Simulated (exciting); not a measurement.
# Os (P6_3/mmc) in exciting: reference runs

Aim: a first look at Os with PBE, on the cell as given.

All numbers are computed with exciting (release sodium); they aren't measurements. Logs are shortened: lines on timing, memory, paths and dates and some standing lists are left out, and cuts for length are marked.

### 1 Starting point

It takes space group P6_3/mmc (No. 194, hexagonal). The conventional cell has a = 2.734 Å, b = 2.734 Å, c = 4.320 Å, α = 90.00°, β = 90.00°, γ = 120.00°. Os (site symmetry -6m2) is surrounded by 12 Os at 2.68 to 2.73 Å.

### 2 Single point, PBE

input.xml

```xml
<input>
  <title>Os</title>
  <structure speciespath="./" tshift="false">
    <crystal scale="1">
      <basevect>5.166700197339 0.000000000000 0.000000000000</basevect>
      <basevect>-2.583350098670 4.474493624658 0.000000000000</basevect>
      <basevect>0.000000000000 0.000000000000 8.163049940546</basevect>
    </crystal>
    <species speciesfile="Os.xml" rmt="2.3">
      <atom coord="0.666666666700 0.333333333300 0.750000000000"/>
      <atom coord="0.333333333300 0.666666666700 0.250000000000"/>
    </species>
  </structure>
  <groundstate do="fromscratch" ngridk="11 11 6" rgkmax="9" gmaxvr="14" lmaxapw="10" lmaxmat="10" lmaxvr="8" xctype="GGA_PBE" stype="Fermi Dirac" swidth="0.00183747" nempty="18" ValenceRelativity="iora*" epsengy="1e-05" epspot="1e-05" maxscl="60" tforce="true" outputlevel="normal"/>
  <properties>
    <chargedensityplot>
      <plot3d>
        <box grid="14 14 22">
          <origin coord="0 0 0"/>
          <point coord="1 0 0"/>
          <point coord="0 1 0"/>
          <point coord="0 0 1"/>
        </box>
      </plot3d>
    </chargedensityplot>
    <elfplot>
      <plot3d>
        <box grid="14 14 22">
          <origin coord="0 0 0"/>
          <point coord="1 0 0"/>
          <point coord="0 1 0"/>
          <point coord="0 0 1"/>
        </box>
      </plot3d>
    </elfplot>
    <exccplot>
      <plot3d>
        <box grid="14 14 22">
          <origin coord="0 0 0"/>
          <point coord="1 0 0"/>
          <point coord="0 1 0"/>
          <point coord="0 0 1"/>
        </box>
      </plot3d>
    </exccplot>
  </properties>
</input>
```

Potentials or basis: all-electron LAPW+lo, shipped species files, valence relativity iora*.

Command:

```sh
$ OMP_NUM_THREADS=1 exciting_smp
```

INFO.OUT:

```text
================================================================================
EXCITING SODIUM started
[... 10 lines left out ...]

 Lattice vectors (cartesian) :
      5.1667001973      0.0000000000      0.0000000000
     -2.5833500987      4.4744936247      0.0000000000
      0.0000000000      0.0000000000      8.1630499405

 Reciprocal lattice vectors (cartesian) :
      1.2160924898      0.7021113264     -0.0000000000
      0.0000000000      1.4042226527      0.0000000000
      0.0000000000     -0.0000000000      0.7697105069

 Unit cell volume                           :     188.7163851282
 Brillouin zone volume                      :       1.3144074017

 Species :    1 (Os)
     parameters loaded from                 :    Os.xml
     name                                   :    osmium
     nuclear charge                         :     -76.00000000
     electronic charge                      :      76.00000000
     atomic mass                            :  346768.07650000
     muffin-tin radius                      :       2.30000000
     # of radial points in muffin-tin       :     450

     atomic positions (lattice) :
       1 :   0.66666667  0.33333333  0.75000000
       2 :   0.33333333  0.66666667  0.25000000

 Total number of atoms per unit cell        :       2

 Spin treatment                             :    spin-unpolarised

 Number of Bravais lattice symmetries       :      24
 Number of crystal symmetries               :      12

 k-point grid                               :      11   11    6
 Total number of k-points                   :      84
 k-point set is reduced with crystal symmetries

 R^MT_min * |G+k|_max (rgkmax)              :       9.00000000
 Species with R^MT_min                      :       1 (Os)
 Maximum |G+k| for APW functions            :       3.91304348
 Maximum |G| for potential and density      :      14.00000000

 G-vector grid sizes                        :      24    24    40
 Total number of G-vectors                  :    8785

 Maximum angular momentum used for
     APW functions                          :      10
     computing H and O matrix elements      :      10
     potential and density                  :       8
     inner part of muffin-tin               :       2

 Total nuclear charge                       :    -152.00000000
 Total electronic charge                    :     152.00000000
 Total core charge                          :      92.00000000
 Total valence charge                       :      60.00000000

 Number of empty states                     :      18
 Total number of valence states             :      49

 Maximum Hamiltonian size                   :     268
 Maximum number of plane-waves              :     214
 Total number of local-orbitals             :      54

 Exchange-correlation type                  :      20
     Perdew-Burke-Ernzerhof, Phys. Rev. Lett. 77, 3865 (1996)
     Generalised gradient approximation (GGA)

[... 20 lines left out ...]
+ SCF iteration number :    1                                                  +
++++++++++++++++++++++++++++++++++++++++++++++++++++++++++++++++++++++++++++++++
 Total energy                               :    -34535.57873996
 _______________________________________________________________
 Fermi energy                               :         0.64894740
 Kinetic energy                             :     39255.96717896
 Coulomb energy                             :    -73109.65248593
 Exchange energy                            :      -672.54488715
 Correlation energy                         :        -9.34854584

 DOS at Fermi energy (states/Ha/cell)       :        46.82117484

 Electron charges :
     core                                   :        92.00000000
     core leakage                           :         0.00000329
     valence                                :        60.00000000
     interstitial                           :         5.00563351
     charge in muffin-tin spheres :
                  atom     1    Os          :        73.49718325
                  atom     2    Os          :        73.49718325
     total charge in muffin-tins            :       146.99436649
     total charge                           :       152.00000000
[... 362 lines left out ...]
 Electron charges :
     core                                   :        92.00000000
     core leakage                           :         0.00000315
     valence                                :        60.00000000
     interstitial                           :         4.77524023
     charge in muffin-tin spheres :
                  atom     1    Os          :        73.61237989
                  atom     2    Os          :        73.61237989
     total charge in muffin-tins            :       147.22475977
     total charge                           :       152.00000000

 RMS change in effective potential (target) :  0.182707E-08  ( 0.100000E-04)
 Absolute change in total energy   (target) :  0.173932E-06  ( 0.100000E-04)
 Charge distance                   (target) :  0.587235E-09  ( 0.100000E-04)
 Abs. change in max-nonIBS-force   (target) :  0.659985E-09  ( 0.500000E-04)

++++++++++++++++++++++++++++++++++++++++++++++++++++++++++++++++++++++++++++++++
| Convergency criteria checked for the last 2 iterations                       +
| Convergence targets achieved. Performing final SCF iteration                 +
++++++++++++++++++++++++++++++++++++++++++++++++++++++++++++++++++++++++++++++++
 Total energy                               :    -34563.94127304
 _______________________________________________________________
 Fermi energy                               :         0.61780517
 Kinetic energy                             :     39236.93150646
 Coulomb energy                             :    -73118.51403854
 Exchange energy                            :      -673.01089788
 Correlation energy                         :        -9.34784308

 DOS at Fermi energy (states/Ha/cell)       :        41.15728420

 Electron charges :
     core                                   :        92.00000000
     core leakage                           :         0.00000315
     valence                                :        60.00000000
     interstitial                           :         4.77524023
     charge in muffin-tin spheres :
                  atom     1    Os          :        73.61237989
                  atom     2    Os          :        73.61237989
     total charge in muffin-tins            :       147.22475977
     total charge                           :       152.00000000

++++++++++++++++++++++++++++++++++++++++++++++++++++++++++++++++++++++++++++++++
+ Self-consistent loop stopped                                                 +
++++++++++++++++++++++++++++++++++++++++++++++++++++++++++++++++++++++++++++++++
 STATE.OUT is written

--------------------------------------------------------------------------------
- Writing atomic positions and forces                                          -
--------------------------------------------------------------------------------

 Atomic positions (lattice) :
 atom     1  Os  :     0.66666667    0.33333333    0.75000000
 atom     2  Os  :     0.33333333    0.66666667    0.25000000

 Total atomic forces including IBS (cartesian) :
 atom     1  Os  :    -0.00000000    0.00000000   -0.00002012
 atom     2  Os  :     0.00000000   -0.00000000    0.00002012

 Atomic force components including IBS (cartesian) :
 atom     1  Os  :     0.00000000   -0.00000000   -0.00003096   HF force
                 :    -0.00000000    0.00000000   -0.00000411   core correction
                 :     0.00000000    0.00000000    0.00001495   IBS correction
 atom     2  Os  :    -0.00000000    0.00000000    0.00003096   HF force
                 :     0.00000000    0.00000000    0.00000411   core correction
                 :     0.00000000    0.00000000   -0.00001495   IBS correction

********************************************************************************
[... 7 lines left out ...]
| EXCITING SODIUM stopped                                                      =
================================================================================
```

WARNINGS.OUT:

```text
Inversion symmetry is present. Consider using input%groundstate%solver%type = "inversionsymmetry"
```

Run time: 3.2 min. Hardware: 1 thread of Arm Neoverse V2, shared host; peak memory 0.13 GiB.

Results:

* Free energy: -940532.7693 eV
* Band gap on the k mesh: none (metal or under the smearing width)
* All electrons inside the program's atomic spheres: Os 73.61 (radii Os 2.3 bohr)

Caveat: the log's total energy holds no entropy term; the free energy is that total less TS from the occupations.
